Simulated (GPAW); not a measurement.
The system is HgSe.

```xyz
2
Lattice="0.0000 3.0390 3.0390 3.0390 0.0000 3.0390 3.0390 3.0390 0.0000" Properties=species:S:1:pos:R:3 pbc="T T T"
Hg    0.0000    0.0000    0.0000
Se    1.5195    1.5195    1.5195
```

Base run:

```yaml
Program: GPAW 26.7.0
Functional: OLYP
Potentials_or_basis: PAW data sets generated in the run's folder for this functional
Cutoff: 600 eV
Basis: pw
k_mesh: 6 × 6 × 6
Occupations: fermi-dirac, width 0.05 eV
Spin: spin-orbit coupling, no magnetisation
```

Its results: pressure 6.8 GPa.

**Question.** The run is repeated on the same cell with these changes: functional from OLYP to PBEsol; band points from 100 to 80. What comes out?

**Answer.** Pressure 1.9 GPa.

Caveats: spin-orbit coupling was added after a scalar SCF, so levels and gaps hold it while energy, forces, pressure and moments don't.
